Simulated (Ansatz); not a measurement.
The calculation used DFT PBE, scalar-relativistic, plane waves, PAW (Ansatz). All cells share a 420 eV cutoff and Γ-centred k meshes spaced at most about 0.3 Å⁻¹ (2π included). No spin polarisation in the final relaxations.

All energies are static (0 K, no zero-point motion).

Two relaxed structures of MgO:

A. Space group Pm-3m (No. 221), cubic, a = 2.660 Å. Mg has 8 O at 2.30 Å and 6 Mg at 2.66 Å; O has 8 Mg at 2.30 Å and 6 O at 2.66 Å.

B. Space group P4/mmm (No. 123), tetragonal, a = 2.829 Å, c = 5.050 Å. Mg is surrounded by 4 O at 2.00 Å; around O lie 4 Mg at 2.00 Å.

Question: Which is lower in energy, and by how much?

Answer: B is lower, by 0.35 eV/atom. A has the caesium chloride type, space group Pm-3m (No. 221), 9.4 Å³/atom and a gap of 2.27 eV on its mesh; B has space group P4/mmm (No. 123), 20.2 Å³/atom and a gap of 2.27 eV. Counting O atoms around Mg (those within 1.25 times the shortest such distance or 1.15 times the sum of covalent radii), A has Mg 8 and B has Mg 4. Both come from invented guesses. A third cell relaxed alike, in P6_3/mmc, lies 250 meV/atom below the lower of the two; the Pm-3m cell fell into it when its atoms were moved at random. The part of the Crystallography Open Database at hand lists MgO in space group No. 225, which no cell shown has.

No dispersion correction is applied, so the spacing and binding between layers, chains or molecules are poorly described (P4/mmm), and this can change margins and order among such cells. Kohn–Sham gaps at this level usually fall short of measured ones. Cells relaxed within their symmetry can be saddle points; a later kick test found a lower structure for MgO Pm-3m.
